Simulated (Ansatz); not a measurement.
Computed with Ansatz 0.2.0, DFT PBE, scalar-relativistic, plane waves, PAW. Settings: cutoff 420 eV, Γ-centred meshes spaced at most about 0.3 Å⁻¹, and about 0.25 Å⁻¹ or finer for metals (2π included), Gaussian smearing. No spin polarisation.

Temperature and zero-point effects are left out.

Compare these two cells of Si2Mo5, each relaxed at this level.

A.

Space group I4/mcm (No. 140). a = 9.455 Å, b = 9.455 Å, c = 4.851 Å, α = 90.00°, β = 90.00°, γ = 90.00°
```
atom  site  symmetry       x       y       z
  Si    8h      m.2m  0.1682  0.6682  0.0000
  Mo    4b      -42m  0.0000  0.5000  0.7500
  Mo   16k       m..  0.9264  0.2156  0.5000
```

B.

Space group Cmmm (No. 65). a = 4.997 Å, b = 8.404 Å, c = 4.957 Å, α = 90.00°, β = 90.00°, γ = 90.00°
```
atom  site  symmetry       x       y       z
  Si    4e     ..2/m  0.2500  0.2500  0.0000
  Mo    4k       mm2  0.0000  0.0000  0.7432
  Mo    2b       mmm  0.5000  0.0000  0.0000
  Mo    4j       m2m  0.5000  0.1718  0.5000
```

Question: Which would you expect to be lower, and how large is the difference?

Answer: B is lower, by 63 meV/atom. A has space group I4/mcm (No. 140), 15.5 Å³/atom and no gap on its mesh; B has space group Cmmm (No. 65), 14.9 Å³/atom and no gap. Counting Mo atoms around Si (those within 1.25 times the shortest such distance or 1.15 times the sum of covalent radii, 1.27 where that leaves under three; a plus sign parts nearer from farther groups), A has Si 6+4 and B has Si 2+8. B holds Si–Si chains (shortest 2.50 Å); in A the shortest Si–Si distance is 3.27 Å. The denser one is the lower, and pressure would at first widen the difference. Both come from invented guesses.

Cells relaxed within their symmetry can be saddle points.
